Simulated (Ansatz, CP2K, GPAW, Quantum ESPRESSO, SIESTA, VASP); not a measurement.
## CsSnI3: 6 runs at one level of theory

```xyz
5
Lattice="6.2057 0.0000 0.0000 0.0000 6.2057 0.0000 0.0000 0.0000 6.2057" Properties=species:S:1:pos:R:3 pbc="T T T"
Cs    0.0000    0.0000    0.0000
I     3.1029    3.1029    0.0000
I     3.1029    0.0000    3.1029
I     0.0000    3.1029    3.1029
Sn    3.1029    3.1029    3.1029
```

The cell was measured well above room temperature.

Alike in all runs: task equation of state; functional PBEsol; k mesh 5 × 5 × 5; occupations fermi-dirac, width 0.05 eV; no spin polarisation; no spin-orbit coupling.

```csv
program and potentials,plane-wave cutoff (eV),notes,equilibrium volume (Å³/atom),bulk modulus (GPa)
"GPAW, PAW data sets generated for this functional",600,-,45.84,18.3
"Ansatz, all-electron LAPW, scalar-relativistic",-,-,45.83,18.2
"SIESTA, files PseudoDojo sr-pbesol-0.4.1-standard, DZP (energy shift 0.003 Ry; two zetas on semicore shells; d shell added on Cs)",-,atomic basis,46.34,18.8
"CP2K, POTENTIAL_UZH Cs GTH-PBE-q9, I GTH-PBE-q7, Sn GTH-PBE-q4; TZVP-MOLOPT-PBE-GTH basis",-,atomic basis; potentials made for PBE,47.96,17.0
"VASP, PBE PAW files Cs_sv, I, Sn_d, 520 eV",520,potentials made for PBE,45.87,18.1
"Quantum ESPRESSO, GBRV 1.5 PBEsol",925,-,?,?
```

Task: Estimate from the other rows what the run with Quantum ESPRESSO, GBRV 1.5 PBEsol gave.

Result: Equilibrium volume 45.80 Å³/atom; bulk modulus 18.2 GPa. The other rows, which needn't bracket it: equilibrium volume 45.83 to 47.96; bulk modulus 17.0 to 18.8.
